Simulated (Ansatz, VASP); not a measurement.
Two plane-wave programs on Al

Contents of INCAR:

```
ALGO     = Fast           # electronic algorithm
EDIFF    = 1E-6           # SCF threshold, eV
ENCUT    = 520            # plane-wave cutoff, eV
GGA      = PE             # functional
ISIF     = 2              # what is computed and relaxed
ISMEAR   = 0              # smearing method
IVDW     = 12             # dispersion correction
LASPH    = True           # aspherical terms in the spheres
LCHARG   = False          # write CHGCAR
LREAL    = False          # projectors in reciprocal space
LWAVE    = False          # write WAVECAR
NBANDS   = 8              # bands
NELM     = 100            # most SCF steps
PREC     = Accurate       # precision mode
SIGMA    = 0.15           # smearing width, eV
```

The input KPOINTS:

```
k-points
0
Gamma
  26 26 26
```

File POSCAR:

```
Al
1.0
    0.0000000000      1.9913628294      2.0710173426
    1.9913628294      0.0000000000      2.0710173426
    1.9913628294      1.9913628294      0.0000000000
Al
1
Direct
    0.0000000000      0.0000000000      0.0000000000
```

Input for Ansatz:

```yaml
crystal:
  lattice:
    - [0.0, 1.9913628294, 2.0710173426]
    - [1.9913628294, 0.0, 2.0710173426]
    - [1.9913628294, 1.9913628294, 0.0]
  atoms:
    - { symbol: Al, position: [0.0, 0.0, 0.0] }
basis:
  ecutwfc: 420
kpoints:
  mp_grid: { grid: [26, 26, 26] }
hamiltonian:
  xc: pbe
  dispersion: d3bj
scf:
  occupations: { method: gaussian, width: 0.15 }
output:
  forces: true
  stress: true
  eigenvalues: true
  write_density: true
  write_potential: true
  elf: true
  volumetric_format: npy
```

Change from the starting cell: strain +0.000 along x and y, +0.040 along z, atoms carried along.

Alike in both runs: task single point; functional PBE; dispersion D3(BJ); k mesh 26 × 26 × 26; occupations gaussian, width 0.15 eV; no spin polarisation.

|  | VASP | Ansatz |
| --- | --- | --- |
| version | VASP 6.6.1 | Ansatz 0.2.0 |
| potentials or method | VASP PAW PBE potentials, release 64 (Al) | scalar-relativistic, plane waves, PAW |
| plane-wave cutoff (eV) | 520 | 420 |
| valence electrons in the cell | 3 | 3 |

```csv
,VASP,Ansatz,Ansatz less VASP
gap on the k mesh at the Fermi level (eV),none,none,-
pressure (GPa),-3.0,-3.0,+0.04
largest component of the traceless stress (GPa),1.77,1.77,+0.003
```

A gap of «none» marks a metal or a gap that the smearing closes.

Caveats: pairwise dispersion overbinds metals, which lowers pressure and volume.
